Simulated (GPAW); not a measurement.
# Y (P6_3/mmc) in GPAW: a series of runs

The runs below take Y through relaxation of cell and atoms, with PBE, PBE+D3.

Program: GPAW 26.7.0. These are calculated values, not measurements. Logs are shortened: lines on timing, memory, paths and dates and some standing lists are left out, and cuts for length are marked. The log counts tension as positive stress, the text compression.

### Step 1. The structure

The structure is hexagonal, space group P6_3/mmc (No. 194). The conventional cell has a = 3.647 Å, b = 3.647 Å, c = 5.731 Å, α = 90.00°, β = 90.00°, γ = 120.00°. Y (site symmetry -6m2) is surrounded by 12 Y at 3.56 to 3.65 Å.

### Step 2. Relaxation of cell and atoms, PBE, target pressure 2 GPa, at which the enthalpy is minimised

The input, run.py:

```python
from ase.filters import FrechetCellFilter
from ase.io import read, write
from ase.optimize import BFGS
from ase.units import GPa
from gpaw import GPAW, PW

atoms = read('Y.cif')

calc = GPAW(mode=PW(600),
            xc='PBE',
            kpts={'size': (6, 6, 4), 'gamma': True},
            occupations={'name': 'fermi-dirac', 'width': 0.05},
            nbands=23,
            convergence={'density': 1e-06, 'energy': 1e-06, 'eigenstates': 1e-10},
            maxiter=150,
            txt='gpaw.txt')
atoms.calc = calc
opt = BFGS(FrechetCellFilter(atoms, scalar_pressure=2 * GPa), trajectory='relax.traj', logfile='-')
done = opt.run(fmax=0.01, steps=100)
calc.write('gs.gpw')
write('result.traj', atoms)
print('Converged:', done)
print('Cell:', atoms.cell.cellpar().round(4))
print('Volume:', round(atoms.get_volume(), 4))
print(atoms.get_scaled_positions().round(5))
```

The input, Y.cif:

```cif
data_Y
_cell_length_a 3.64740000
_cell_length_b 3.64740000
_cell_length_c 5.73060000
_cell_angle_alpha 90.00000000
_cell_angle_beta 90.00000000
_cell_angle_gamma 120.00000000
_space_group_name_H-M_alt 'P1'
_space_group_name_Hall 'P 1'
_space_group_IT_number 1
loop_
_space_group_symop_operation_xyz
'x,y,z'
loop_
_atom_site_label
_atom_site_type_symbol
_atom_site_symmetry_multiplicity
_atom_site_Wyckoff_symbol
_atom_site_fract_x
_atom_site_fract_y
_atom_site_fract_z
_atom_site_occupancy
Y1 Y 1 a 0.6666666667 0.3333333333 0.7500000000 1
Y2 Y 1 a 0.3333333333 0.6666666667 0.2500000000 1
```

Potentials or basis: GPAW PAW data sets (gpaw-data 1.2.1), pw.

Launch:

```console
> OMP_NUM_THREADS=1 python run.py
```

gpaw.txt:

```text
__  _  _
 | _ |_)|_||  |
 |__||  | ||/\| - 26.7.0

Input parameters:
  mode=PW(ecut=600.0),
  convergence={'density': 1e-06, 'energy': 1e-06, 'eigenstates': 1e-10},
  kpts=MonkhorstPack(size=(6, 6, 4), gamma=True),
  maxiter=150,
  nbands=23,
  occupations=Occupations(name='fermi-dirac', width=0.05),
  xc=XC(name='PBE')

Diagonalizing LCAO Hamiltonian
Converting LCAO to pw mode

           Y

        Y

Atoms  # Å, Bohr magnetons
|   | symbol |         x |        y |        z |    initial magnetic moments |
|---|--------|-----------|----------|----------|-----------------------------|
| 0 |      Y |  1.823700 | 1.052914 | 4.297950 | ( 0.0000,  0.0000,  0.0000) |
| 1 |      Y | -0.000000 | 2.105827 | 1.432650 | ( 0.0000,  0.0000,  0.0000) |

Unit cell  # Å
| periodic |         x |        y |        z |  lengths |     angles |
|----------|-----------|----------|----------|----------|------------|
|      yes |  3.647400 | 0.000000 | 0.000000 | 3.647400 |  90.000000 |
|      yes | -1.823700 | 3.158741 | 0.000000 | 3.647400 |  90.000000 |
|      yes |  0.000000 | 0.000000 | 5.730600 | 5.730600 | 120.000000 |

Number of symmetries: 12
Symmetry operations  # r_c * U_cc + t_c -> r_c
|    | kind |            matrix            |
|----|------|------------------------------|
|  0 |  σ   |  1, 1, 0,  0,-1, 0,  0, 0, 1 |
|  1 |  S6  |  1, 1, 0, -1, 0, 0,  0, 0,-1 |
|  2 |  E   |  1, 0, 0,  0, 1, 0,  0, 0, 1 |
|  3 |  C2  |  1, 0, 0, -1,-1, 0,  0, 0,-1 |
|  4 |  C2  |  0, 1, 0,  1, 0, 0,  0, 0,-1 |
|  5 |  C3  |  0, 1, 0, -1,-1, 0,  0, 0, 1 |
|  6 |  S6  |  0,-1, 0,  1, 1, 0,  0, 0,-1 |
|  7 |  σ   |  0,-1, 0, -1, 0, 0,  0, 0, 1 |
|  8 |  σ   | -1, 0, 0,  1, 1, 0,  0, 0, 1 |
|  9 |  i   | -1, 0, 0,  0,-1, 0,  0, 0,-1 |
| 10 |  C3  | -1,-1, 0,  1, 0, 0,  0, 0, 1 |
| 11 |  C2  | -1,-1, 0,  0, 1, 0,  0, 0,-1 |

BZ-sampling:
  Number of BZ points: 144
  Number of IBZ points: 24

  Monkhorst-Pack size: [6, 6, 4]
  Monkhorst-Pack shift: [0.08333333333333333, 0.08333333333333333, 0.125]

K-points  # in reciprocal-cell coordinates
|     |                                coordinates |     weight |
|-----|--------------------------------------------|------------|
|   0 | (  0.00000000,   0.00000000,   0.00000000) | 0.00694444 |
|   1 | (  0.00000000,   0.00000000,   0.25000000) | 0.01388889 |
|   2 | (  0.00000000,   0.00000000,   0.50000000) | 0.00694444 |
|   3 | (  0.16666667,   0.00000000,  -0.25000000) | 0.04166667 |
|   4 | (  0.16666667,   0.00000000,   0.00000000) | 0.04166667 |
|   5 | (  0.16666667,   0.00000000,   0.25000000) | 0.04166667 |
|   6 | (  0.16666667,   0.00000000,   0.50000000) | 0.04166667 |
|   7 | (  0.33333333,  -0.16666667,   0.00000000) | 0.04166667 |
|   8 | (  0.33333333,  -0.16666667,   0.25000000) | 0.08333333 |
|   9 | (  0.33333333,  -0.16666667,   0.50000000) | 0.04166667 |
| ... |                                            |            |
|  23 | (  0.50000000,   0.50000000,   0.50000000) | 0.02083333 |

Plane wave coefficients: 2237
Cutoff: 600.0 eV

Spin-components: 1 (collinear spins)
Bands:           23
Projectors:      12
Spin-degeneracy: 2
Datatype:        complex128

Parallelization:
  kpt:    1
  domain: 1
  band:   1

Density:
  Valence electrons: 22.0
  Components: 1
  Grid points: [21 21 35]
  Charge: 0.0  # |e|

Potential:
  Grid points: [21 21 35]

species:
  Y:
    name:    Yttrium
    Z:       39.0
    valence: 11
    core:    28
    charge:  0.0  # [|e|]
    compensation charges:
      type: gauss
      rc: 0.40  # [Å]
      lmax: 2
    cutoffs:
      filter: 2.39  # [Å]
      core: 1.70  # [Å]
    projectors
    | kind |    occ | energy [eV] | rcut [Å] |
    |------|--------|-------------|----------|
    |   4s |  2.000 |     -47.973 |    1.328 |
    |   5s |  2.000 |      -4.101 |    1.328 |
    |   4p |  6.000 |     -27.921 |    1.318 |
    |   5p |  0.000 |      -1.441 |    1.318 |
    |   4d |  1.000 |      -2.517 |    1.286 |
    |    d |        |      24.695 |    1.286 |

    Using partial waves for Y as LCAO basis

Reference energy: -184182.767865  # eV

eigensolver:
  PPCG
  Converge bands: occupied
  niter=2

density mixing:
  MSR1-Mixer
  Pratt-step length: 0.05
  Maximum mixing coefficient: 0.75
  Old densities: 10
  SVD Regularization: 0.005
  Good broyden scale: 1.0
  Trust region scale: 1.0
  Backstep threshold: 4.0
  History deletion threshold: 6.0
  Fourier metric: weight=20.0, sigma=0.015

occupation numbers:
  Fermi-Dirac:
    width: 0.0500  # eV

poisson solver:
  ecut: 4800.0  # eV

xc functional:
  name: PBE with 2 nearest neighbor stencil

convergence criteria:
- Maximum integral of absolute [dens]ity change: 1e-06 electrons / valence electron
- Maximum [total energy] change in last 3 cyles: 1e-06 eV / valence electron
- Maximum integral of absolute [eigenst]ate change: 1e-10 eV^2 / valence electron
maximum number of iterations: 150

SCF iterations
|iter     | |      energy | eigst |  dens |
|---------|-|-------------|-------|-------|
|iter:   1| |   -9.552486 | -0.32 |       |
|iter:   2| |   -9.528974 | -2.74 | -1.40 |
|iter:   3| |   -9.412296 | -1.81 | -1.43 |
|iter:   4| |   -9.417172 | -3.11 | -1.98 |
|iter:   5| |   -9.418661 | -4.25 | -2.33 |
|iter:   6| |   -9.418678 | -5.68 | -3.49 |
|iter:   7| |   -9.418669c| -6.20 | -3.52 |
|iter:   8| |   -9.418672c| -7.47 | -4.06 |
|iter:   9| |   -9.418672c| -8.95 | -4.93 |
|iter:  10| |   -9.418672c|-10.74c| -5.84 |
|iter:  11| |   -9.418672c|-11.23c| -6.34c|

Converged in 11 steps
Energy contributions relative to reference atoms: (reference = -184182.767865)

Energy contributions:
  Kinetic:           1.089060
  Coulomb:           0.049756
  Zero:             -0.325796
  External:          0.000000
  Xc:              -10.216255
  Entropy:          -0.030873
  Spinorbit:         0.000000
  ----------------------------
  Free energy:      -9.434108
  Extrapolated:     -9.418672

dipole moment: (0.000000, 0.000001, 0.000001)  # |e|*Ang

Fermi level: 6.426
Eigenvalues  # (at kpt = [0.000, 0.000, 0.000])
| band index |      eig [eV] | occ [0-2] |
|------------|---------------|-----------|
|          0 |       -36.304 |     2.000 |
|        ... |               |           |
|          2 |       -16.592 |     2.000 |
|          3 |       -16.135 |     2.000 |
|          4 |       -16.135 |     2.000 |
|          5 |       -16.048 |     2.000 |
|          6 |       -16.048 |     2.000 |
|          7 |       -16.011 |     2.000 |
[... 8 lines left out ...]
|         16 |         9.173 |     0.000 |
|         17 |         9.173 |     0.000 |
|        ... |               |           |
|         22 |        16.935 |     0.000 |

No gap
No difference between direct/indirect transitions

Stress tensor  # eV/Ang^3
|         x |         y |        z |
|-----------|-----------|----------|
| -0.001112 |  0.000000 | 0.000000 |
|  0.000000 | -0.001112 | 0.000000 |
|  0.000000 |  0.000000 | 0.004980 |

Forces  # eV/Ang
|       x |        y |        z |
|---------|----------|----------|
| 0.00000 |  0.00000 |  0.00000 |  # Y    0
| 0.00000 | -0.00000 | -0.00000 |  # Y    1

Interpolating wave functions to new cell

           Y

        Y

Atoms  # Å, Bohr magnetons
|   | symbol |         x |        y |        z |    initial magnetic moments |
|---|--------|-----------|----------|----------|-----------------------------|
| 0 |      Y |  1.818817 | 1.050094 | 4.280289 | ( 0.0000,  0.0000,  0.0000) |
| 1 |      Y | -0.000000 | 2.100189 | 1.426763 | ( 0.0000,  0.0000,  0.0000) |

Unit cell  # Å
| periodic |         x |         y |         z |  lengths |     angles |
|----------|-----------|-----------|-----------|----------|------------|
|      yes |  3.637633 | -0.000000 |  0.000000 | 3.637633 |  90.000000 |
|      yes | -1.818817 |  3.150283 | -0.000000 | 3.637633 |  90.000000 |
|      yes | -0.000000 | -0.000000 |  5.707052 | 5.707052 | 120.000000 |

Number of symmetries: 12
Symmetry operations  # r_c * U_cc + t_c -> r_c
|    | kind |            matrix            |
|----|------|------------------------------|
|  0 |  σ   |  1, 1, 0,  0,-1, 0,  0, 0, 1 |
|  1 |  S6  |  1, 1, 0, -1, 0, 0,  0, 0,-1 |
|  2 |  E   |  1, 0, 0,  0, 1, 0,  0, 0, 1 |
|  3 |  C2  |  1, 0, 0, -1,-1, 0,  0, 0,-1 |
|  4 |  C2  |  0, 1, 0,  1, 0, 0,  0, 0,-1 |
|  5 |  C3  |  0, 1, 0, -1,-1, 0,  0, 0, 1 |
|  6 |  S6  |  0,-1, 0,  1, 1, 0,  0, 0,-1 |
|  7 |  σ   |  0,-1, 0, -1, 0, 0,  0, 0, 1 |
|  8 |  σ   | -1, 0, 0,  1, 1, 0,  0, 0, 1 |
|  9 |  i   | -1, 0, 0,  0,-1, 0,  0, 0,-1 |
| 10 |  C3  | -1,-1, 0,  1, 0, 0,  0, 0, 1 |
| 11 |  C2  | -1,-1, 0,  0, 1, 0,  0, 0,-1 |

BZ-sampling:
  Number of BZ points: 144
  Number of IBZ points: 24

  Monkhorst-Pack size: [6, 6, 4]
  Monkhorst-Pack shift: [0.08333333333333333, 0.08333333333333333, 0.125]

K-points  # in reciprocal-cell coordinates
|     |                                coordinates |     weight |
|-----|--------------------------------------------|------------|
|   0 | (  0.00000000,   0.00000000,   0.00000000) | 0.00694444 |
|   1 | (  0.00000000,   0.00000000,   0.25000000) | 0.01388889 |
|   2 | (  0.00000000,   0.00000000,   0.50000000) | 0.00694444 |
|   3 | (  0.16666667,   0.00000000,  -0.25000000) | 0.04166667 |
|   4 | (  0.16666667,   0.00000000,   0.00000000) | 0.04166667 |
|   5 | (  0.16666667,   0.00000000,   0.25000000) | 0.04166667 |
|   6 | (  0.16666667,   0.00000000,   0.50000000) | 0.04166667 |
|   7 | (  0.33333333,  -0.16666667,   0.00000000) | 0.04166667 |
|   8 | (  0.33333333,  -0.16666667,   0.25000000) | 0.08333333 |
|   9 | (  0.33333333,  -0.16666667,   0.50000000) | 0.04166667 |
| ... |                                            |            |
|  23 | (  0.50000000,   0.50000000,   0.50000000) | 0.02083333 |

Plane wave coefficients: 2219
Cutoff: 600.0 eV

Spin-components: 1 (collinear spins)
Bands:           23
Projectors:      12
Spin-degeneracy: 2
Datatype:        complex128

Parallelization:
  kpt:    1
  domain: 1
  band:   1

Density:
  Valence electrons: 22.0
  Components: 1
  Grid points: [21 21 35]
  Charge: 0.0  # |e|

Potential:
  Grid points: [21 21 35]

species:
  Y:
    name:    Yttrium
    Z:       39.0
    valence: 11
    core:    28
    charge:  0.0  # [|e|]
    compensation charges:
      type: gauss
      rc: 0.40  # [Å]
      lmax: 2
    cutoffs:
      filter: 2.39  # [Å]
      core: 1.70  # [Å]
    projectors
    | kind |    occ | energy [eV] | rcut [Å] |
    |------|--------|-------------|----------|
    |   4s |  2.000 |     -47.973 |    1.328 |
    |   5s |  2.000 |      -4.101 |    1.328 |
    |   4p |  6.000 |     -27.921 |    1.318 |
    |   5p |  0.000 |      -1.441 |    1.318 |
    |   4d |  1.000 |      -2.517 |    1.286 |
    |    d |        |      24.695 |    1.286 |

    Using partial waves for Y as LCAO basis
[... 1103 lines left out ...]
convergence criteria:
- Maximum integral of absolute [dens]ity change: 1e-06 electrons / valence electron
- Maximum [total energy] change in last 3 cyles: 1e-06 eV / valence electron
- Maximum integral of absolute [eigenst]ate change: 1e-10 eV^2 / valence electron
maximum number of iterations: 150

SCF iterations
|iter     | |      energy | eigst |  dens |
|---------|-|-------------|-------|-------|
|iter:   1| |   -9.403231 | -3.67 |       |
|iter:   2| |   -9.403223 | -6.26 | -3.25 |
|iter:   3| |   -9.403162 | -5.43 | -3.29 |
|iter:   4| |   -9.403163 | -7.52 | -4.03 |
|iter:   5| |   -9.403163c| -7.94 | -4.36 |
|iter:   6| |   -9.403163c| -9.03 | -5.01 |
|iter:   7| |   -9.403163c| -9.53 | -5.16 |
|iter:   8| |   -9.403163c|-10.22c| -5.92 |
|iter:   9| |   -9.403163c|-10.91c| -6.48c|

Converged in 9 steps
Energy contributions relative to reference atoms: (reference = -184182.767865)

Energy contributions:
  Kinetic:           4.116598
  Coulomb:          -2.097976
  Zero:             -0.329444
  External:          0.000000
  Xc:              -11.077142
  Entropy:          -0.030398
  Spinorbit:         0.000000
  ----------------------------
  Free energy:      -9.418362
  Extrapolated:     -9.403163

dipole moment: (0.000000, 0.000001, 0.000001)  # |e|*Ang

Fermi level: 6.829
Eigenvalues  # (at kpt = [0.000, 0.000, 0.000])
| band index |      eig [eV] | occ [0-2] |
|------------|---------------|-----------|
|          0 |       -35.782 |     2.000 |
|        ... |               |           |
|          2 |       -16.144 |     2.000 |
|          3 |       -15.603 |     2.000 |
|          4 |       -15.603 |     2.000 |
|          5 |       -15.495 |     2.000 |
|          6 |       -15.495 |     2.000 |
|          7 |       -15.443 |     2.000 |
[... 8 lines left out ...]
|         16 |         9.598 |     0.000 |
|         17 |         9.598 |     0.000 |
|        ... |               |           |
|         22 |        17.653 |     0.000 |

No gap
No difference between direct/indirect transitions

Stress tensor  # eV/Ang^3
|         x |         y |         z |
|-----------|-----------|-----------|
| -0.012433 | -0.000000 |  0.000000 |
| -0.000000 | -0.012433 |  0.000000 |
|  0.000000 |  0.000000 | -0.012448 |

Forces  # eV/Ang
|        x |        y |        z |
|----------|----------|----------|
|  0.00000 |  0.00000 | -0.00000 |  # Y    0
| -0.00000 | -0.00000 |  0.00000 |  # Y    1

# Writing to gs.gpw (mode='')
```

Run time: 3.8 min. Hardware: 1 thread of Arm Neoverse N1, shared host; peak memory 0.23 GiB.

Results:

```yaml
Free_energy: -9.4184 eV
Relaxed_volume: 31.46 Å³/atom
Relaxed_cell: a = 3.608 Å, b = 3.608 Å, c = 5.583 Å, α = 90.00°, β = 90.00°, γ = 120.00°
Space_group_after_relaxing_to_0.05_Å: P6_3/mmc (No. 194)
Energy_change_on_relaxing_the_enthalpy_is_what_falls: +7.8 meV/atom
Ionic_steps: 7
Pressure_after_relaxing: 2.0 GPa
Band_gap_on_the_k_mesh: none (metal or under the smearing width)
```

Step by step:
| step | energy change (eV) | largest force (eV/Å) | pressure (GPa) | volume (Å³) |
| --- | --- | --- | --- | --- |
| 1 | 0.0000 | 0.0000 | -0.15 | 66.02 |
| 2 | 0.0000 | 0.0000 | 0.25 | 65.40 |
| 3 | 0.0183 | 0.0000 | 2.09 | 62.80 |
| 4 | 0.0174 | 0.0000 | 2.05 | 62.85 |
| 5 | 0.0149 | 0.0000 | 1.94 | 63.00 |
| 6 | 0.0150 | 0.0000 | 1.96 | 62.98 |
| 7 | 0.0155 | 0.0000 | 1.99 | 62.93 |

Final structure:
```
CELL_PARAMETERS angstrom
3.60764 0.00000 0.00000
-1.80382 3.12431 0.00000
0.00000 0.00000 5.58317
ATOMIC_POSITIONS crystal
Y 0.66667 0.33333 0.75000
Y 0.33333 0.66667 0.25000
```

Caveat: later steps reuse the first step's grids.

### Step 3. Relaxation of cell and atoms, PBE+D3

The input, run.py:

```python
from ase.calculators.mixing import SumCalculator
from ase.filters import FrechetCellFilter
from ase.io import read, write
from ase.optimize import BFGS
from dftd3.ase import DFTD3
from gpaw import GPAW, PW

atoms = read('Y.cif')

calc = GPAW(mode=PW(600),
            xc='PBE',
            kpts={'size': (6, 6, 4), 'gamma': True},
            occupations={'name': 'fermi-dirac', 'width': 0.05},
            nbands=23,
            convergence={'density': 1e-05, 'energy': 1e-05},
            maxiter=150,
            txt='gpaw.txt')
atoms.calc = SumCalculator([calc, DFTD3(method='pbe', damping='d3zero')])
opt = BFGS(FrechetCellFilter(atoms), trajectory='relax.traj', logfile='-')
done = opt.run(fmax=0.02, steps=60)
calc.write('gs.gpw')
write('result.traj', atoms)
print('Converged:', done)
print('Cell:', atoms.cell.cellpar().round(4))
print('Volume:', round(atoms.get_volume(), 4))
print(atoms.get_scaled_positions().round(5))
```

The input, Y.cif:

```cif
data_Y
_cell_length_a 3.64740000
_cell_length_b 3.64740000
_cell_length_c 5.73060000
_cell_angle_alpha 90.00000000
_cell_angle_beta 90.00000000
_cell_angle_gamma 120.00000000
_space_group_name_H-M_alt 'P6_3/mmc'
_space_group_name_Hall '-P 6c 2c'
_space_group_IT_number 194
loop_
_space_group_symop_operation_xyz
'x,y,z'
'-x,-y,-z'
'x-y,x,z+1/2'
'-x+y,-x,-z+1/2'
'-y,x-y,z'
'y,-x+y,-z'
'-x,-y,z+1/2'
'x,y,-z+1/2'
'-x+y,-x,z'
'x-y,x,-z'
'y,-x+y,z+1/2'
'-y,x-y,-z+1/2'
'-y,-x,-z+1/2'
'y,x,z+1/2'
'-x,-x+y,-z'
'x,x-y,z'
'-x+y,y,-z+1/2'
'x-y,-y,z+1/2'
'y,x,-z'
'-y,-x,z'
'x,x-y,-z+1/2'
'-x,-x+y,z+1/2'
'x-y,-y,-z'
'-x+y,y,z'
loop_
_atom_site_label
_atom_site_type_symbol
_atom_site_symmetry_multiplicity
_atom_site_Wyckoff_symbol
_atom_site_fract_x
_atom_site_fract_y
_atom_site_fract_z
_atom_site_occupancy
Y1 Y 2 c 0.6666666667 0.3333333333 0.7500000000 1
```

Potentials or basis: GPAW PAW data sets (gpaw-data 1.2.1), pw.

Launch:

```console
> OMP_NUM_THREADS=1 python run.py
```

Run time: 2.7 min. Hardware: 1 thread of Arm Neoverse N1, shared host; peak memory 0.23 GiB.

The run converged. Its results:

- Free energy: -9.9618 eV
- Relaxed volume: 31.68 Å³/atom
- Relaxed cell: a = 3.618 Å, b = 3.618 Å, c = 5.588 Å, α = 90.00°, β = 90.00°, γ = 120.00°
- Space group after relaxing (to 0.05 Å): P6_3/mmc (No. 194)
- Energy gained by relaxing: 8.7 meV/atom
- Ionic steps: 6
- Pressure after relaxing: 0.0 GPa
- Band gap on the k mesh: none (metal or under the smearing width)
- Dispersion energy per atom: -0.269 eV

The path:
```
step  energy change (eV)  largest force (eV/Å)  pressure (GPa)  volume (Å³)
   1              0.0000                0.0000           -1.68        66.02
   2             -0.0050                0.0001           -1.40        65.54
   3             -0.0163                0.0000            0.11        63.12
   4             -0.0165                0.0001            0.07        63.19
   5             -0.0172                0.0000           -0.06        63.38
   6             -0.0175                0.0000           -0.04        63.36
```

Final structure:
```
Y
1.0
     3.61840    0.00000    0.00000
    -1.80920    3.13362    0.00000
     0.00000    0.00000    5.58818
Y
2
Direct
  0.66667 0.33333 0.75000
  0.33333 0.66667 0.25000
```

Levels at points of the mesh, in eV from the Fermi level:
```tsv
k point	band 9	band 10	band 11	band 12	band 13	band 14
(0.00, 0.00, 0.00)	-4.74	-1.91	1.05	1.72	1.72	2.18
(0.00, 0.00, 0.50)	-3.24	-3.24	0.99	0.99	1.61	1.61
(0.50, 0.50, 0.00)	-1.72	-1.28	-0.88	-0.14	1.39	1.48
(0.50, 0.50, 0.50)	-1.72	-1.72	0.05	0.05	1.43	1.43
```

Caveat: later steps reuse the first step's grids; pairwise dispersion overbinds metals, which lowers pressure and volume.
